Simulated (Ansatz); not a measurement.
# ZrS2: the cost of one run

Method: DFT PBEsol, scalar-relativistic, plane waves, PAW, in Ansatz 0.2.0.

1 further run of the same task is left out (set aside as unsound or not needed). Runs told in other sessions of the task aren't counted.

## 1. The structure to begin with

The structure is trigonal, space group P-3m1 (No. 164). Conventional cell: a = 3.644 Å, b = 3.644 Å, c = 5.806 Å, α = 90.00°, β = 90.00°, γ = 120.00°. Zr (site symmetry -3m) is surrounded by 6 S at 2.56 Å. S (site symmetry 3m) is surrounded by 3 Zr at 2.56 Å.

As a file:

```xyz
3
Lattice="3.6437 0.0000 0.0000 -1.8219 3.1556 0.0000 0.0000 0.0000 5.8059" Properties=species:S:1:pos:R:3 pbc="T T T"
Zr    0.0000    0.0000    0.0000
S     0.0000    2.1037    1.4573
S     1.8219    1.0519    4.3486
```

At PBE, an earlier run found 2.32 GPa for this cell of 22.252 Å³/atom (8×8×4 mesh), gap on the mesh 0.77 eV.

## 2. At the given cell

File input.yaml:

```yaml
crystal:
  lattice:
    - [3.643748191, 0.0, 0.0]
    - [-1.8218740955, 3.1555784984, 0.0]
    - [0.0, 0.0, 5.8059423572]
  atoms:
    - { symbol: Zr, position: [0.0, 0.0, 0.0] }
    - { symbol: S, position: [0.3333333333, 0.6666666667, 0.2510079396] }
    - { symbol: S, position: [0.6666666667, 0.3333333333, 0.7489920604] }
basis:
  ecutwfc: 420
  ecutrho_ratio: 4
kpoints:
  mp_grid: { grid: [8, 8, 4] }
hamiltonian:
  xc: pbesol
scf:
  occupations: { method: gaussian, width: 0.05 }
output:
  forces: true
  stress: true
  eigenvalues: true
relax:
  f_tol: 0.02
  max_steps: 40
  cell: { stress_tol: 0.2, fix: [volume] }
```

On the command line:

```bash
ansatz run input.yaml --threads 4 --pin off --max-ram 8192MiB --backend cpu --events-out ev --progress --plain --runs-dir out
```

What time and memory should one allow on 4 threads of Arm Neoverse V1, shared host?

About 3.7 s, with a peak of 0.38 GiB.
